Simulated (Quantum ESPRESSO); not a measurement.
# MnS (F-43m) in Quantum ESPRESSO: a series of runs, part 4 of 4

Quantum ESPRESSO 7.5. The steps go on from the part before.

### Step 5. Phonons, PW91, collinear spin, ferromagnetic start

Contents of pw.in:

```
&CONTROL
  calculation = 'scf'
  prefix = 'pwscf'
  outdir = './tmp'
  pseudo_dir = './pseudo'
  tprnfor = .true.
  tstress = .true.
  disk_io = 'low'
/
&SYSTEM
  ibrav = 0
  nat = 2
  ntyp = 2
  ecutwfc = 45
  ecutrho = 360
  nbnd = 20
  input_dft = 'XC-000I-000I-109L-134L-000I-000I'
  occupations = 'smearing'
  smearing = 'mv'
  degauss = 0.01469973
  nspin = 2
  starting_magnetization(1) = 0.2667
  starting_magnetization(2) = 0
/
&ELECTRONS
  conv_thr = 4d-10
  electron_maxstep = 120
  mixing_beta = 0.3
/
ATOMIC_SPECIES
Mn    54.9380 mn_pbe_v1.5.uspp.F.UPF
S     32.0600 s_pbe_v1.4.uspp.F.UPF
CELL_PARAMETERS bohr
   0.0000000000    4.6741684414    4.6741684414
   4.6741684414    0.0000000000    4.6741684414
   4.6741684414    4.6741684414    0.0000000000
ATOMIC_POSITIONS bohr
Mn     0.0000000000    0.0000000000    0.0000000000
S      7.0112526621    7.0112526621    7.0112526621
K_POINTS automatic
6 6 6 0 0 0
```

Contents of relax.in:

```
&CONTROL
  calculation = 'vc-relax'
  prefix = 'pwscf'
  outdir = './tmp'
  pseudo_dir = './pseudo'
  tprnfor = .true.
  tstress = .true.
  disk_io = 'low'
  nstep = 40
  forc_conv_thr = 0.0001
  etot_conv_thr = 1d-06
/
&SYSTEM
  ibrav = 0
  nat = 2
  ntyp = 2
  ecutwfc = 45
  ecutrho = 360
  nbnd = 20
  input_dft = 'XC-000I-000I-109L-134L-000I-000I'
  occupations = 'smearing'
  smearing = 'mv'
  degauss = 0.01469973
  nspin = 2
  starting_magnetization(1) = 0.2667
  starting_magnetization(2) = 0
/
&ELECTRONS
  conv_thr = 4d-10
  electron_maxstep = 120
  mixing_beta = 0.3
/
&IONS
  ion_dynamics = 'bfgs'
/
&CELL
  cell_dynamics = 'bfgs'
  press = 0
  press_conv_thr = 0.2
/
ATOMIC_SPECIES
Mn    54.9380 mn_pbe_v1.5.uspp.F.UPF
S     32.0600 s_pbe_v1.4.uspp.F.UPF
CELL_PARAMETERS bohr
   0.0000000000    4.6741684414    4.6741684414
   4.6741684414    0.0000000000    4.6741684414
   4.6741684414    4.6741684414    0.0000000000
ATOMIC_POSITIONS bohr
Mn     0.0000000000    0.0000000000    0.0000000000
S      7.0112526621    7.0112526621    7.0112526621
K_POINTS automatic
6 6 6 0 0 0
```

Contents of scf2.in:

```
&CONTROL
  calculation = 'scf'
  prefix = 'pwscf'
  outdir = './tmp'
  pseudo_dir = './pseudo'
  tprnfor = .true.
  tstress = .true.
  disk_io = 'low'
/
&SYSTEM
  ibrav = 0
  nat = 2
  ntyp = 2
  ecutwfc = 45
  ecutrho = 360
  nbnd = 20
  input_dft = 'XC-000I-000I-109L-134L-000I-000I'
  occupations = 'smearing'
  smearing = 'mv'
  degauss = 0.01469973
  nspin = 2
  starting_magnetization(1) = 0.2667
  starting_magnetization(2) = 0
/
&ELECTRONS
  conv_thr = 1d-13
  electron_maxstep = 120
  mixing_beta = 0.3
  startingpot = 'file'
  startingwfc = 'file'
/
ATOMIC_SPECIES
Mn    54.9380 mn_pbe_v1.5.uspp.F.UPF
S     32.0600 s_pbe_v1.4.uspp.F.UPF
CELL_PARAMETERS bohr
   0.0000000000    4.7021285530    4.7021285530
   4.7021285530    0.0000000000    4.7021285530
   4.7021285530    4.7021285530    0.0000000000
ATOMIC_POSITIONS bohr
Mn     0.0000000000    0.0000000000    0.0000000000
S      7.0531928295    7.0531928295    7.0531928295
K_POINTS automatic
6 6 6 0 0 0
```

Contents of ph.in:

```
phonons of MnS
&INPUTPH
  prefix = 'pwscf'
  outdir = './tmp'
  tr2_ph = 1d-18
  fildyn = 'dyn'
  niter_ph = 90
  alpha_mix(1) = 0.4
/
0.0000000000 0.0000000000 0.0000000000
```

Contents of dynmat.in:

```
&INPUT
  fildyn = 'dyn'
  asr = 'crystal'
  filout = 'dynmat.disp'
  fileig = 'dynmat.eig'
/
```

Potentials or basis: GBRV 1.5 PBE.

Command:

```bash
$ OMP_NUM_THREADS=1 mpirun -n 4 pw.x -nk 4 -in pw.in > pw.out
$ OMP_NUM_THREADS=1 mpirun -n 4 pw.x -nk 4 -in relax.in > relax.out
$ OMP_NUM_THREADS=1 mpirun -n 4 pw.x -nk 4 -in scf2.in > scf2.out
$ OMP_NUM_THREADS=1 mpirun -n 4 ph.x -nk 4 -in ph.in > ph.out
$ OMP_NUM_THREADS=1 mpirun -n 1 dynmat.x -in dynmat.in > dynmat.out
```

pw.out:

```text
This program is part of the open-source Quantum ESPRESSO suite
     for quantum simulation of materials; please cite
         "P. Giannozzi et al., J. Phys.:Condens. Matter 21 395502 (2009);
         "P. Giannozzi et al., J. Phys.:Condens. Matter 29 465901 (2017);
         "P. Giannozzi et al., J. Chem. Phys. 152 154105 (2020);
     in publications or presentations arising from this work. More details at

     IMPORTANT: XC functional enforced from input :
     Exchange-correlation= XC-000I-000I-109L-134L-000I-000I
                           (   0   0 109 134   0   0   0)
     Any further DFT definition will be discarded
     Please, verify this is what you really want

     Message from routine setup:
     using ibrav=0 with symmetry is DISCOURAGED, use correct ibrav instead

     K-points division:     npool     =       4
     Subspace diagonalization in iterative solution of the eigenvalue problem:
     a serial algorithm will be used

     G-vector sticks info
     --------------------
     sticks:   dense  smooth     PW     G-vecs:    dense   smooth      PW
     Sum        1069     547    163                23505     8363    1459

     Using Slab Decomposition

     bravais-lattice index     =            0
     lattice parameter (alat)  =       6.6103  a.u.
     unit-cell volume          =     204.2411 (a.u.)^3
     number of atoms/cell      =            2
     number of atomic types    =            2
     number of electrons       =        21.00
     number of Kohn-Sham states=           20
     kinetic-energy cutoff     =      45.0000  Ry
     charge density cutoff     =     360.0000  Ry
     scf convergence threshold =      4.0E-10
     mixing beta               =       0.3000
     number of iterations used =            8  plain     mixing
     Exchange-correlation= XC-000I-000I-109L-134L-000I-000I
                           (   0   0 109 134   0   0   0)

     celldm(1)=   6.610272  celldm(2)=   0.000000  celldm(3)=   0.000000
     celldm(4)=   0.000000  celldm(5)=   0.000000  celldm(6)=   0.000000

[... 8 lines left out ...]
               b(3) = (  0.707107  0.707107 -0.707107 )

     PseudoPot. # 1 for Mn read from file:
     mn_pbe_v1.5.uspp.F.UPF
     Pseudo is Ultrasoft + core correction, Zval = 15.0
     Generated by new atomic code, or converted to UPF format
     Using radial grid of  859 points,  6 beta functions with:
                l(1) =   0
                l(2) =   0
                l(3) =   1
                l(4) =   1
                l(5) =   2
                l(6) =   2
     Q(r) pseudized with  8 coefficients,  rinner =    0.950   0.950   0.950
                                                       0.950   0.950

     PseudoPot. # 2 for S  read from file:
     s_pbe_v1.4.uspp.F.UPF
     Pseudo is Ultrasoft + core correction, Zval =  6.0
     Generated by new atomic code, or converted to UPF format
     Using radial grid of  907 points,  6 beta functions with:
                l(1) =   0
                l(2) =   0
                l(3) =   1
                l(4) =   1
                l(5) =   2
                l(6) =   2
     Q(r) pseudized with  8 coefficients,  rinner =    1.300   1.300   1.300
                                                       1.300   1.300

     atomic species   valence    mass     pseudopotential
     Mn               15.00    54.93800     Mn( 1.00)
     S                 6.00    32.06000     S ( 1.00)

     Starting magnetic structure
     atomic species   magnetization
     Mn              0.267
     S               0.000

     24 Sym. Ops. (no inversion) found

   Cartesian axes

     site n.     atom                  positions (alat units)
         1        Mn     tau(   1) = (   0.0000000   0.0000000   0.0000000  )
         2        S      tau(   2) = (   1.0606602   1.0606602   1.0606602  )

     number of k points=    16  Marzari-Vanderbilt smearing, width (Ry)=  0.0147
                       cart. coord. in units 2pi/alat
        k(    1) = (   0.0000000   0.0000000   0.0000000), wk =   0.0046296
        k(    2) = (   0.1178511   0.1178511  -0.1178511), wk =   0.0370370
        k(    3) = (   0.2357023   0.2357023  -0.2357023), wk =   0.0370370
        k(    4) = (  -0.3535534  -0.3535534   0.3535534), wk =   0.0185185
        k(    5) = (   0.2357023   0.0000000  -0.0000000), wk =   0.0277778
        k(    6) = (   0.3535534   0.1178511  -0.1178511), wk =   0.1111111
[... 8 lines left out ...]
        k(   15) = (  -0.1178511  -0.3535534   0.5892557), wk =   0.1111111
        k(   16) = (  -0.7071068   0.2357023   0.0000000), wk =   0.0555556

     Dense  grid:    23505 G-vectors     FFT dimensions: (  40,  40,  40)

     Smooth grid:     8363 G-vectors     FFT dimensions: (  30,  30,  30)

     WARNING: libxc functional with ID  109 depends
      on external parameters: check the user_guide of
      QE if you need to modify them or to check their
      default values.

     Check: negative core charge=   -0.000012
     Generating pointlists ...
     new r_m :   0.2526 (alat units)  1.6698 (a.u.) for type    1
     new r_m :   0.2526 (alat units)  1.6698 (a.u.) for type    2

     Initial potential from superposition of free atoms

     starting charge      20.4999, renormalised to      21.0000
     Starting wfcs are   17 randomized atomic wfcs +    3 random wfcs

     Self-consistent Calculation

     iteration #  1     ecut=    45.00 Ry     beta= 0.30
     Davidson diagonalization with overlap
     ethr =  1.00E-02,  avg # of iterations =  6.0

     total energy              =    -235.21629678 Ry
     estimated scf accuracy    <       0.97704568 Ry
[... 91 lines left out ...]
     total magnetization       =     2.13 Bohr mag/cell
     absolute magnetization    =     2.26 Bohr mag/cell

[... 47 further cycles ...]
     iteration # 58     ecut=    45.00 Ry     beta= 0.30
     Davidson diagonalization with overlap
     ethr =  6.69E-08,  avg # of iterations =  1.0

     total energy              =    -235.51032033 Ry
     estimated scf accuracy    <       0.00001524 Ry
[... 84 lines left out ...]
     iteration # 67     ecut=    45.00 Ry     beta= 0.30
     Davidson diagonalization with overlap
     ethr =  5.30E-11,  avg # of iterations =  1.9

     Magnetic moment per site  (integrated on atomic sphere of radius R)
     atom   1 (R=0.253)  charge= 12.6499  magn=  0.0000
     atom   2 (R=0.253)  charge=  3.4603  magn= -0.0000

     End of self-consistent calculation

 ------ SPIN UP ------------

          k = 0.0000 0.0000 0.0000 (  1037 PWs)   bands (ev):

   -67.1998 -36.0205 -36.0205 -36.0205  -3.6643   6.9424   6.9424   6.9424
    10.8738  10.8738  15.3487  15.3487  15.3487  15.4254  19.4810  19.4810
    19.4810  24.8345  24.8345  27.3870

          k = 0.1179 0.1179-0.1179 (  1025 PWs)   bands (ev):
[... 37 lines left out ...]
   -67.1981 -36.0424 -36.0290 -36.0246  -2.4169   5.4574   6.8022   7.3104
    10.7598  11.0094  11.6173  12.9273  13.9392  18.1258  19.6566  20.7009
    21.5082  24.2615  25.9670  28.2989

          k = 0.0000-0.2357 0.2357 (  1041 PWs)   bands (ev):

   -67.1988 -36.0336 -36.0257 -36.0223  -2.9848   5.9664   6.9482   7.1782
    10.6011  11.0181  13.0066  13.4744  14.8434  17.9789  19.5225  19.9463
    20.4020  23.0217  25.1566  27.7715

          k = 0.4714 0.0000-0.0000 (  1030 PWs)   bands (ev):
[... 37 lines left out ...]
   -67.1975 -36.0432 -36.0337 -36.0304  -1.9588   5.4369   6.8120   7.4918
     9.8760  10.7944  11.5313  12.1094  12.8314  18.1366  19.6777  21.9954
    22.7271  26.9515  27.8737  28.2011

 ------ SPIN DOWN ----------

          k = 0.0000 0.0000 0.0000 (  1037 PWs)   bands (ev):

   -67.1997 -36.0204 -36.0204 -36.0204  -3.6643   6.9423   6.9423   6.9423
    10.8738  10.8738  15.3487  15.3487  15.3487  15.4253  19.4809  19.4809
    19.4809  24.8345  24.8345  27.3870

          k = 0.1179 0.1179-0.1179 (  1025 PWs)   bands (ev):
[... 37 lines left out ...]
   -67.1980 -36.0423 -36.0289 -36.0245  -2.4169   5.4574   6.8022   7.3104
    10.7599  11.0094  11.6173  12.9274  13.9392  18.1259  19.6566  20.7009
    21.5081  24.2614  25.9670  28.2989

          k = 0.0000-0.2357 0.2357 (  1041 PWs)   bands (ev):

   -67.1987 -36.0335 -36.0256 -36.0222  -2.9848   5.9663   6.9482   7.1782
    10.6011  11.0181  13.0067  13.4744  14.8434  17.9789  19.5225  19.9463
    20.4020  23.0217  25.1566  27.7715

          k = 0.4714 0.0000-0.0000 (  1030 PWs)   bands (ev):
[... 37 lines left out ...]
   -67.1975 -36.0431 -36.0336 -36.0303  -1.9588   5.4369   6.8120   7.4918
     9.8760  10.7944  11.5314  12.1094  12.8315  18.1366  19.6777  21.9954
    22.7271  26.9515  27.8737  28.2010

     the Fermi energy is    11.5985 ev

!    total energy              =    -235.51028962 Ry
     estimated scf accuracy    <          3.6E-10 Ry
     smearing contrib. (-TS)   =       0.00099488 Ry
     internal energy E=F+TS    =    -235.51128450 Ry

     The total energy is F=E-TS. E is the sum of the following terms:
     one-electron contribution =    -131.66001152 Ry
     hartree contribution      =      74.88597367 Ry
     xc contribution           =     -35.28954116 Ry
     ewald contribution        =    -143.44770549 Ry

     total magnetization       =     0.00 Bohr mag/cell
     absolute magnetization    =     0.00 Bohr mag/cell

     convergence has been achieved in  67 iterations

     Forces acting on atoms (cartesian axes, Ry/au):

     atom    1 type  1   force =    -0.00000000    0.00000000   -0.00000000
     atom    2 type  2   force =     0.00000000   -0.00000000   -0.00000000

     Total force =     0.000000     Total SCF correction =     0.000000

     Computing stress (Cartesian axis) and pressure

          total   stress  (Ry/bohr**3)                   (kbar)     P=       25.25
   0.00017165  -0.00000000  -0.00000000           25.25       -0.00       -0.00
   0.00000000   0.00017165   0.00000000            0.00       25.25        0.00
  -0.00000000   0.00000000   0.00017165           -0.00        0.00       25.25

=------------------------------------------------------------------------------=
   JOB DONE.
=------------------------------------------------------------------------------=
```

Run time: 2.5 min. Hardware: 4 MPI ranks of Arm Neoverse V2, shared host; peak memory 0.8 GiB.

What came out:

* Free energy: -3204.2851 eV
* Relaxed volume: 15.41 Å³/atom
* Relaxed cell: a = 3.519 Å, b = 3.519 Å, c = 3.519 Å, α = 60.00°, β = 60.00°, γ = 60.00°
* Space group after relaxing (to 0.05 Å): F-43m (No. 216)
* Pressure after relaxing: 0.0 GPa
* Band gap on the k mesh: none (metal or under the smearing width)
* Net moment: 0.00 μB per cell
* Absolute moment: 0.00 μB per cell
* Valence electrons inside the program's atomic spheres: Mn 12.65; S 3.46
* Highest phonon frequency at Γ: 436 cm⁻¹

The path:
| step | energy change (eV) | largest force (eV/Å) | pressure (GPa) | volume (Å³) |
| --- | --- | --- | --- | --- |
| 1 | 0.0000 | 0.0000 | 2.52 | 30.27 |
| 2 | -0.0039 | 0.0000 | 0.69 | 30.66 |
| 3 | -0.0042 | 0.0000 | 0.03 | 30.81 |
| 4 | -0.0042 | 0.0000 | 0.00 | 30.81 |

Final structure:
```xyz
2
Lattice="0.0000 2.4883 2.4883 2.4883 0.0000 2.4883 2.4883 2.4883 0.0000" Properties=species:S:1:pos:R:3 pbc="T T T"
Mn    0.0000    0.0000    0.0000
S     3.7324    3.7324    3.7324
```

Levels at points of the mesh, in eV from the Fermi level:
Spin up:
```tsv
k point	band 7	band 8	band 9	band 10	band 11	band 12	band 13	band 14
(0.00, 0.00, 0.00)	-4.59	-4.59	-0.70	-0.70	3.65	3.65	3.65	3.72
(0.00, 0.00, -0.50)	-4.32	-4.32	-0.45	-0.45	-0.26	1.93	1.93	5.45
(0.00, -0.50, -0.50)	-3.97	-3.97	-1.59	-0.15	-0.06	0.31	0.31	5.50
```
Spin down:
| k point | band 6 | band 7 | band 8 | band 9 | band 10 | band 11 | band 12 | band 13 | band 14 | band 15 |
| --- | --- | --- | --- | --- | --- | --- | --- | --- | --- | --- |
| (0.00, 0.00, 0.00) | -4.59 | -4.59 | -4.59 | -0.70 | -0.70 | 3.65 | 3.65 | 3.65 | 3.72 | 7.82 |
| (0.00, 0.00, -0.50) | -6.51 | -4.32 | -4.32 | -0.45 | -0.45 | -0.26 | 1.93 | 1.93 | 5.45 | 8.53 |
| (0.00, -0.50, -0.50) | -6.57 | -3.97 | -3.97 | -1.59 | -0.15 | -0.06 | 0.31 | 0.31 | 5.50 | 6.77 |

Phonon frequencies in cm⁻¹ (negative: imaginary):
| q point | frequencies |
| --- | --- |
| (0.000, 0.000, 0.000) | -4 -4 -4 436 436 436 |

Optical modes at Γ, degenerate ones joined:
| cm⁻¹ | components | symmetry | active in |
| --- | --- | --- | --- |
| 435 | 3 | T2 | IR and Raman |

Caveat: the k mesh is coarse (spacing up to 0.37 Å⁻¹), so the values aren't converged; the mesh is thin for the phonons of a metal; the potentials were made for another functional, which shifts forces and pressure; the starting moments collapsed, and a magnetic state may lie lower; semilocal functionals often make such compounds metallic where correlation or magnetic order opens a gap, which also shifts bond lengths. With open d or f shells a metallic result of PW91 can be an artefact of self-interaction; +U or a hybrid may open a gap.
